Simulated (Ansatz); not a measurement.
**Rigid-band transport of added carriers in HfO₂ (computed with Ansatz 0.2.0)**

Space group Fm-3m (No. 225), 3 atoms in the cell of the first input below: a = 3.617 Å, b = 3.617 Å, c = 3.617 Å, α = 60.00°, β = 60.00°, γ = 60.00°.

The cell was built from a prototype of a structure type listed for this compound, at its measured volume, taken without relaxation (pressure -2.5 GPa with this functional, without spin–orbit coupling). Functional: PBE.

Spin–orbit coupling is left out. Kohn–Sham gap between the band edges found on a fine mesh: 3.72 eV.

Levels at points 0.012 Å⁻¹ about the band edges give the masses:

```yaml
crystal:
  lattice:
    - [0.0, 2.5575019374, 2.5575019374]
    - [2.5575019374, 0.0, 2.5575019374]
    - [2.5575019374, 2.5575019374, 0.0]
  atoms:
    - { symbol: Hf, position: [0.0, 0.0, 0.0] }
    - { symbol: O, position: [0.25, 0.25, 0.25] }
    - { symbol: O, position: [0.75, 0.75, 0.75] }
basis:
  ecutwfc: 420
  ecutrho_ratio: 4
kpoints:
  mp_grid: { grid: [12, 12, 12] }
hamiltonian:
  xc: pbe
scf:
  occupations: { method: gaussian, width: 0.05 }
output:
  forces: true
  stress: true
  eigenvalues: true
  eigenstates:
    kpoints:
      - [0.0, -0.5, -0.5]
      - [0.0, -0.495115531, -0.495115531]
      - [0.0, -0.504884469, -0.504884469]
      - [0.004884469, -0.5, -0.495115531]
      - [-0.004884469, -0.5, -0.504884469]
      - [0.004884469, -0.495115531, -0.5]
      - [-0.004884469, -0.504884469, -0.5]
      - [0.003453841, -0.496546159, -0.493092318]
      - [-0.003453841, -0.503453841, -0.506907682]
      - [0.003453841, -0.493092318, -0.496546159]
      - [-0.003453841, -0.506907682, -0.503453841]
      - [0.006907682, -0.496546159, -0.496546159]
      - [-0.006907682, -0.503453841, -0.503453841]
      - [0.005640099, -0.494359901, -0.494359901]
      - [-0.005640099, -0.505640099, -0.505640099]
      - [0.0, -0.5, -0.5]
      - [0.0, -0.495115531, -0.495115531]
      - [0.0, -0.504884469, -0.504884469]
      - [0.004884469, -0.5, -0.495115531]
      - [-0.004884469, -0.5, -0.504884469]
      - [0.004884469, -0.495115531, -0.5]
      - [-0.004884469, -0.504884469, -0.5]
      - [0.003453841, -0.496546159, -0.493092318]
      - [-0.003453841, -0.503453841, -0.506907682]
      - [0.003453841, -0.493092318, -0.496546159]
      - [-0.003453841, -0.506907682, -0.503453841]
      - [0.006907682, -0.496546159, -0.496546159]
      - [-0.006907682, -0.503453841, -0.503453841]
      - [0.005640099, -0.494359901, -0.494359901]
      - [-0.005640099, -0.505640099, -0.505640099]
    de_dk: true
    e_range: [-2.460168930884, 2.460168930883]
```

```bash
ansatz run input.yaml --threads 4 --pin off --max-ram 9216MiB --backend cpu --events-out ev --progress --plain --runs-dir out
```

Time: 1.4 s on 4 threads of Intel(R) Xeon(R) Platinum 8488C (Sapphire Rapids), on a shared host, peak memory 0.42 GiB.

Edges at k = (0.000, -0.500, -0.500) and (0.000, -0.500, -0.500); masses in electron masses along fixed Cartesian directions (which need not be the axes of a valley), negative for hole-like bands, for at most the three nearest levels of the same spin at these k-points, within 0.3 eV:

```tsv
edge	band	from the edge (meV)	degeneracy	x	y	z	111
valence	1	0	1	-0.286	-3.3	-3.3	-0.728
conduction	1	0	1	1.214	0.737	0.737	0.847
```

These curvatures agree with the slopes at the same points. They hold at the edge alone, and further out the bands need not be parabolic.

The states of the whole zone with their velocity products:

```yaml
crystal:
  lattice:
    - [0.0, 2.5575019374, 2.5575019374]
    - [2.5575019374, 0.0, 2.5575019374]
    - [2.5575019374, 2.5575019374, 0.0]
  atoms:
    - { symbol: Hf, position: [0.0, 0.0, 0.0] }
    - { symbol: O, position: [0.25, 0.25, 0.25] }
    - { symbol: O, position: [0.75, 0.75, 0.75] }
basis:
  ecutwfc: 420
  ecutrho_ratio: 4
kpoints:
  mp_grid: { grid: [12, 12, 12] }
hamiltonian:
  xc: pbe
scf:
  occupations: { method: gaussian, width: 0.05 }
output:
  forces: true
  stress: true
  eigenvalues: true
  states_by_energy: { minimum_broadening: 0.05 }
```

```bash
ansatz run input.yaml --threads 4 --pin off --max-ram 9216MiB --backend cpu --events-out ev --progress --plain --runs-dir out
```

Time: 2.1 min on 4 threads of Intel(R) Xeon(R) Platinum 8488C (Sapphire Rapids), with other jobs on the host, peak memory 1.4 GiB.

From that table, at a constant relaxation time τ with Fermi–Dirac weights and rigid bands:

| T (K) | doping (cm⁻³) | μ − E_F (eV) | σ_xx/τ (10²⁰/Ω m s) | S_xx (μV/K) | Lorenz (10⁻⁸ V²/K²) | ħω_p,xx (eV) |
| --- | --- | --- | --- | --- | --- | --- |
| 600 | n 1e19 | 1.702 | 0.00286 | -492 | 2.03 | 0.118 |
| 600 | p 1e19 | -1.674 | 0.00363 | 528 | 1.85 | 0.133 |
| 600 | n 1e20 | 1.828 | 0.0283 | -299 | 2.05 | 0.372 |
| 600 | p 1e20 | -1.798 | 0.0362 | 332 | 1.87 | 0.421 |
| 600 | n 1e21 | 1.997 | 0.26 | -136 | 2.10 | 1.128 |
| 600 | p 1e21 | -1.956 | 0.353 | 152 | 1.96 | 1.314 |
| 900 | n 1e19 | 1.563 | 0.00257 | -559 | 1.92 | 0.112 |
| 900 | p 1e19 | -1.531 | 0.00351 | 581 | 1.76 | 0.131 |
| 900 | n 1e20 | 1.745 | 0.0255 | -363 | 1.92 | 0.353 |
| 900 | p 1e20 | -1.713 | 0.035 | 383 | 1.77 | 0.414 |
| 900 | n 1e21 | 1.959 | 0.236 | -185 | 1.95 | 1.075 |
| 900 | p 1e21 | -1.923 | 0.342 | 194 | 1.84 | 1.295 |

Which of the dopings listed at 600 K has the largest power factor S²σ/τ along x?

n 1e19: 0.69, p 1e19: 1, n 1e20: 2.5, p 1e20: 4, n 1e21: 4.8, p 1e21: 8.1 (10¹¹ W/m K² s), so p 1e21 cm⁻³, if τ is the same for all.

Caveats: crystals with gaps this wide can seldom be doped to such densities with both signs of carrier, so the rows show what the bands would give; melting, decomposition and changes of phase at these temperatures weren't checked; no scattering is computed, and the gap isn't corrected; no spin-orbit coupling, which matters for these elements.

At every listed temperature and carrier density, holes give both the larger conductivity per relaxation time and the larger thermopower magnitude. The valence edge at X explains how the two can coexist: its mass is -0.286 along the valley axis but -3.3 across it. Summed over the symmetry-equivalent valleys, the light direction carries the current, while the heavy ones supply a large density of states, so that at a given density the Fermi level stays further back towards the gap than it does for electrons. The conduction valleys are more nearly isotropic. This contrast fits the usual orbital picture of directional O 2p states at the valence edge and Hf 5d states at the conduction edge.

At fixed density, conductivity per relaxation time falls on heating for both carriers, which suggests that thermally populated states away from the edges are less dispersive. The power factor still rises up to the highest density listed, so no optimum doping is established. The hole advantage also presupposes band-like carriers; self-trapping on oxygen, plausible in such an ionic oxide, would undo it.
